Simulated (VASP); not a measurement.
**NiSb: single point with PBE**

The system is NiSb.

```
CELL_PARAMETERS angstrom
3.94000 0.00000 0.00000
-1.97000 3.41214 0.00000
0.00000 0.00000 5.14000
ATOMIC_POSITIONS crystal
Ni 0.00000 0.00000 0.00000
Ni 0.00000 0.00000 0.50000
Sb 0.33333 0.66667 0.25000
Sb 0.66667 0.33333 0.75000
```

```json
{
 "Program": "VASP 6.6.1",
 "Task": "single point",
 "Functional": "PBE",
 "Potentials or basis": "VASP PAW PBE potentials, release 64 (Ni, Sb)",
 "Cutoff": "520 eV",
 "k mesh": "6 × 6 × 4",
 "Occupations": "gaussian, width 0.1 eV",
 "Spin": "collinear spin, typed start",
 "Starting moments": "[2.0, 2.0, 0.0, 0.0] μB"
}
```

```
Pressure                                              : 2.5 GPa
Band gap on the k mesh                                : none (metal or under the smearing width)
Net moment                                            : 0.00 μB per cell
Valence electrons inside the program's atomic spheres : Ni 9.38; Sb 2.42
```

Stress tensor (GPa, compression positive):
```
2.39 0.00 0.00
0.00 2.39 0.00
0.00 0.00 2.82
```

Levels at points of the mesh, in eV from the Fermi level:
Spin up:
```csv
k point,band 12,band 13,band 14,band 15,band 16,band 17,band 18,band 19
"(0.00, 0.00, 0.00)",-1.39,-0.09,0.53,0.53,2.40,2.40,3.08,3.95
"(0.50, 0.00, 0.00)",-1.91,-1.64,-1.45,-1.37,-0.43,1.07,3.37,3.89
"(0.00, 0.00, 0.50)",-2.13,0.18,0.18,2.00,2.00,2.00,2.00,5.12
"(0.50, 0.00, 0.50)",-1.97,-1.85,-1.85,0.14,0.14,1.61,1.61,5.10
```
Spin down:
```csv
k point,band 13,band 14,band 15,band 16,band 17,band 18
"(0.00, 0.00, 0.00)",-0.09,0.53,0.53,2.40,2.40,3.08
"(0.50, 0.00, 0.00)",-1.64,-1.45,-1.37,-0.43,1.07,3.37
"(0.00, 0.00, 0.50)",0.18,0.18,2.00,2.00,2.00,2.00
"(0.50, 0.00, 0.50)",-1.85,-1.85,0.14,0.14,1.61,1.61
```

Run time: 88 s on 1 thread of Intel(R) Xeon(R) Platinum 8259CL CPU @ 2.50GHz (Skylake/Cascade Lake) (shared host), peak memory 0.24 GiB.

Caveat: the starting moments collapsed, and a magnetic state may lie lower. Spin-orbit coupling is left out, which matters for the levels of Sb.
